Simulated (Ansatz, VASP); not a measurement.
One calculation of Ru, two programs

POSCAR

```
Ru
1.0
    2.7058000000      0.0000000000      0.0000000000
   -1.3529000000      2.3432915376      0.0000000000
    0.0000000000      0.0000000000      4.2819000000
Ru
2
Direct
    0.3333333333      0.6666666667      0.2500000000
    0.6666666667      0.3333333333      0.7500000000
```

INCAR.step1

```
ALGO = Normal
EDIFF = 1E-4
ENCUT = 520
GGA = PE
ISMEAR = 0
LASPH = T
LCHARG = F
LREAL = F
LWAVE = T
NBANDS = 21
NELM = 60
PREC = Accurate
SIGMA = 0.1
```

Contents of INCAR.step2:

```
ALGO = Normal
EDIFF = 1E-7
ENCUT = 520
ISIF = 2
ISMEAR = 0
ISTART = 1
LASPH = T
LCHARG = T
LELF = T
LMIXTAU = T
LREAL = F
LVHAR = T
LWAVE = F
METAGGA = R2SCAN
NBANDS = 21
NELM = 60
PREC = Accurate
SIGMA = 0.1
```

File KPOINTS:

```
k-points
0
Gamma
  9 9 4
```

Input for Ansatz:

```yaml
crystal:
  lattice:
    - [2.7058, 0.0, 0.0]
    - [-1.3529, 2.3432915376, 0.0]
    - [0.0, 0.0, 4.2819]
  atoms:
    - { symbol: Ru, position: [0.3333333333, 0.6666666667, 0.25] }
    - { symbol: Ru, position: [0.6666666667, 0.3333333333, 0.75] }
basis:
  ecutwfc: 500
kpoints:
  mp_grid: { grid: [9, 9, 4] }
hamiltonian:
  xc: r2scan
scf:
  occupations: { method: gaussian, width: 0.1 }
output:
  forces: true
  stress: true
  eigenvalues: true
```

Alike in both runs: task single point; functional r2SCAN; k mesh 9 × 9 × 4; occupations gaussian, width 0.1 eV; no spin polarisation.

```csv
,VASP,Ansatz
version,VASP 6.6.1,Ansatz 0.2.0
potentials or method,"VASP PAW PBE potentials, release 64 (Ru_pv)","scalar-relativistic, plane waves, PAW"
plane-wave cutoff (eV),520,500
valence electrons in the cell,28,32
```

```csv
,VASP,Ansatz,Ansatz less VASP
gap on the k mesh at the Fermi level (eV),none,none,-
pressure (GPa),-0.4,-1.9,-1.49
largest component of the traceless stress (GPa),2.03,2.11,+0.089
```

A gap of «none» marks a metal or a gap that the smearing closes. The two sets of potentials don't hold the same shells in valence.

Caveats: the k mesh is coarse (spacing up to 0.37 Å⁻¹), so the values aren't converged; the PAW data sets were made with another functional, which shifts forces and pressure a little (VASP).
